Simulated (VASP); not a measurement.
Output of a VASP run:

**OUTCAR**
```
 ion  position               nearest neighbor table
   1  0.500  0.500  0.000-   5 2.54   8 2.54   7 2.54   6 2.54   2 3.99   2 3.99   2 3.99   2 3.99
  LATTYP: Found a body centered tetragonal cell.
 ALAT       =     5.6236320000
 C/A-ratio  =     2.0154643832
 Subroutine PRICEL returns:
 Original cell was already a primitive cell.
 Subroutine GETGRP returns: Found  8 space group operations
The static configuration has the point symmetry S_4 .
 The point group associated with its full space group is D_2d.
The dynamic configuration has the point symmetry S_4 .
 Subroutine INISYM returns: Found  8 space group operations
 Subroutine IBZKPT returns following result:
 Found     13 irreducible k-points:

 Following reciprocal coordinates:
            Coordinates               Weight
  0.000000  0.000000  0.000000      1.000000
  0.250000 -0.000000  0.000000      8.000000
  0.500000 -0.000000  0.000000      4.000000
  0.250000  0.250000  0.000000      8.000000
  0.500000  0.250000  0.000000     16.000000
 -0.250000  0.250000  0.000000      4.000000
  0.500000  0.500000  0.000000      2.000000
  0.250000  0.250000  0.250000      2.000000
 -0.250000  0.250000  0.250000      4.000000
  0.500000  0.500000  0.250000      4.000000
 -0.250000  0.500000  0.250000      8.000000
 -0.250000 -0.250000  0.250000      2.000000
  0.500000  0.500000  0.500000      1.000000
   k-points           NKPTS =     13   k-points in BZ     NKDIM =     13   number of bands    NBANDS=     43
   number of dos      NEDOS =    301   number of ions     NIONS =      8
   total plane-waves  NPLWV =  64000
   dimension x,y,z NGX =    40 NGY =   40 NGZ =   40
   dimension x,y,z NGXF=    80 NGYF=   80 NGZF=   80
   ions per type =               2   2   4
   PREC   = accura    normal or accurate (medium, high low for compatibility)
   ISTART =      0    job   : 0-new  1-cont  2-samecut
   ICHARG =      2    charge: 1-file 2-atom 10-const
   ISPIN  =      1    spin polarized calculation?
   LNONCOLLINEAR =      F non collinear calculations
   LSORBIT =      F    spin-orbit coupling
   INIWAV =      1    electr: 0-lowe 1-rand  2-diag
   ENCUT  =  300.0 eV  22.05 Ry    4.70 a.u.   9.78  9.78  9.78*2*pi/ulx,y,z
   NELM   =    100;   NELMIN=  2; NELMDL= -5     # of ELM steps
   EDIFF  = 0.1E-05   stopping-criterion for ELM
   LREAL  =      F    real-space projection
   NLSPLINE    = F    spline interpolate recip. space projectors
   LMAXMIX     =    4 max onsite mixed and CHGCAR
   VOSKOWN=      0    Vosko Wilk Nusair interpolation
   EDIFFG = 0.1E-04   stopping-criterion for IOM
   NSW    =      0    number of steps for IOM
   NBLOCK =      1;   KBLOCK =      1    inner block; outer block
   IBRION =     -1    ionic relax: 0-MD 1-quasi-New 2-CG
   NFREE  =      0    steps in history (QN), initial steepest desc. (CG)
   ISIF   =      2    stress and relaxation
   ISYM   =      2    0-nonsym 1-usesym 2-fastsym
   TEIN   =    0.0    initial temperature
   TEBEG  =    0.0;   TEEND  =   0.0 temperature during run
   SMASS  =  -3.00    Nose mass-parameter (am)
   PSTRESS=    0.0 pullay stress
   NELECT =      72.0000    total number of electrons
   EFERMI =   0.00;   METHOD = LEGACY
   ISMEAR =     0;   SIGMA  =   0.14  broadening in eV -4-tet -1-fermi 0-gaus
   IALGO  =     38    algorithm
   LDIAG  =      T    sub-space diagonalisation (order eigenvalues)
   IMIX   =      4    mixing-type and parameters
     AMIX     =   0.40;   BMIX     =  1.00
     AMIX_MAG =   1.60;   BMIX_MAG =  1.00
     AMIN     =   0.10
   GGA     = PS    functional components
   VOSKOWN =     0    Vosko Wilk Nusair interpolation
   LHFCALC =     F    Hartree Fock is set to
   LHFONE  =     F    Hartree Fock one center treatment
   AEXX    =    0.0000 exact exchange contribution
   IVDW    =     0    specifies the selected vdW correction
   LEPSILON=     F    determine dielectric tensor
   LRPA    =     F    only Hartree local field effects (RPA)
  energy-cutoff  :      300.00
  volume of cell :      179.22
...
```

### OSZICAR
```
       N       E                     dE             d eps       ncg     rms          rms(c)
DAV:   1     0.609782511102E+03    0.60978E+03   -0.22989E+04  1118   0.133E+03
DAV:   2     0.536400857863E+02   -0.55614E+03   -0.54195E+03  1130   0.386E+02
DAV:   3    -0.330216561228E+02   -0.86662E+02   -0.85235E+02  1543   0.176E+02
DAV:   4    -0.383426840375E+02   -0.53210E+01   -0.52669E+01  1660   0.451E+01
DAV:   5    -0.385003732349E+02   -0.15769E+00   -0.15730E+00  1748   0.822E+00    0.172E+01
DAV:   6    -0.386866851920E+02   -0.18631E+00   -0.51285E+01  1566   0.101E+02    0.120E+01
DAV:   7    -0.357674827796E+02    0.29192E+01   -0.12187E+01  1446   0.804E+01    0.653E+00
DAV:   8    -0.361119466783E+02   -0.34446E+00   -0.62183E+00  1713   0.261E+01    0.429E+00
DAV:   9    -0.359429034509E+02    0.16904E+00   -0.17212E+00  1552   0.197E+01    0.118E+00
DAV:  10    -0.359505134377E+02   -0.76100E-02   -0.22035E-01  1577   0.872E+00    0.906E-01
DAV:  11    -0.359416743957E+02    0.88390E-02   -0.73133E-02  1596   0.466E+00    0.243E-01
DAV:  12    -0.359423808093E+02   -0.70641E-03   -0.89280E-03  1748   0.835E-01    0.885E-02
DAV:  13    -0.359424445194E+02   -0.63710E-04   -0.70499E-04  1564   0.248E-01    0.745E-02
DAV:  14    -0.359424214523E+02    0.23067E-04   -0.43022E-04  1665   0.363E-01    0.402E-02
DAV:  15    -0.359424139935E+02    0.74588E-05   -0.56166E-05  1548   0.119E-01    0.247E-02
DAV:  16    -0.359424144828E+02   -0.48933E-06   -0.72142E-06  1532   0.231E-02
   1 F= -.35942414E+02 E0= -.35940193E+02  d E =-.444206E-02
```

**OUTCAR**
```
------------------------ aborting loop because EDIFF is reached ----------------------------------------
  FORCE on cell =-STRESS in cart. coord.  units (eV):
  Direction    XX          YY          ZZ          XY          YZ          ZX
  --------------------------------------------------------------------------------------
  Total       -5.8672353     -5.8672353     -5.9330982      0.0000000      0.0000000      0.0000000
  in kB      -52.4503358    -52.4503358    -53.0391198      0.0000000      0.0000000      0.0000000
  external PRESSURE =     -52.6465971 kB  Pullay stress =       0.0000000 kB
  volume of cell :      179.22
      direct lattice vectors                 reciprocal lattice vectors
    -2.811816000  2.811816000  5.667115000     0.000000000  0.177821024  0.088228314
     2.811816000 -2.811816000  5.667115000     0.177821024  0.000000000  0.088228314
     2.811816000  2.811816000 -5.667115000     0.177821024  0.177821024  0.000000000
 POSITION                                       TOTAL-FORCE (eV/Angst)
 -----------------------------------------------------------------------------------
      0.00000      0.00000      5.66711        -0.000000     -0.000000     -0.000000
      2.81182      0.00000      2.83356        -0.000000     -0.000000     -0.000000
      0.00000      2.81182      2.83356        -0.000000     -0.000000     -0.000000
      0.00000      0.00000      0.00000        -0.000000     -0.000000      0.000000
      1.56787      1.40591      7.08389         0.028110     -0.000000     -0.000000
      4.21772      1.24395     -1.41678        -0.000000     -0.028110     -0.000000
      1.24395      1.40591      1.41678        -0.028110     -0.000000     -0.000000
     -1.40591      1.56787      4.25034        -0.000000      0.028110     -0.000000
 -----------------------------------------------------------------------------------
    total drift:                               -0.000023     -0.000023     -0.000028
  FREE ENERGIE OF THE ION-ELECTRON SYSTEM (eV)
  ---------------------------------------------------
  free  energy   TOTEN  =       -35.9424144828 eV

  energy  without entropy=      -35.9379724201  energy(sigma->0) =      -35.94019345
```
(Selected blocks of OUTCAR.)

### POSCAR
```
InCuS2
1
   -2.8118160000     2.8118160000     5.6671150000
    2.8118160000    -2.8118160000     5.6671150000
    2.8118160000     2.8118160000    -5.6671150000
In Cu S
2 2 4
Direct
  0.5000000000   0.5000000000   0.0000000000
  0.2500000000   0.7500000000   0.5000000000
  0.7500000000   0.2500000000   0.5000000000
  0.0000000000   0.0000000000   0.0000000000
  0.8750000000   0.9038000000   0.5288000000
  0.0962000000   0.6250000000   0.9712000000
  0.3750000000   0.3462000000   0.4712000000
  0.6538000000   0.1250000000   0.0288000000
```

Reconstruct the remaining input files.

Several could match; the one computed here: the input of the run itself, PBEsol GGA, plane waves, VASP's PBE PAW potentials (set 64).

KPOINTS:
```
Automatic mesh
0
Gamma
4 4 4
0 0 0
```

### INCAR
```
SYSTEM = InCuS2
PREC = Accurate; ENCUT = 300; LREAL = F
LASPH = T
EDIFF = 1E-6; NELM = 100; ALGO = Normal
LMAXMIX = 4
ISMEAR = 0; SIGMA = 0.136
GGA = PS
ISIF = 2
LWAVE = F; LCHARG = F
```

POTCAR, in this order: In_d Cu S (PBE.64 set). Program: vasp_std.

At this cut-off the stress carries a Pulay error, which pulls relaxed volumes low.

The structure comes from a computed database's InCuS2 entry; how it stands against other phases isn't given here. The cell was not relaxed at this level. The k-mesh is coarse (spacing up to 0.40 per Å, 2π included), so the numbers may not be converged in it. The run is one of a series of settings (GGA = PS against the base run), some of them coarse on purpose.
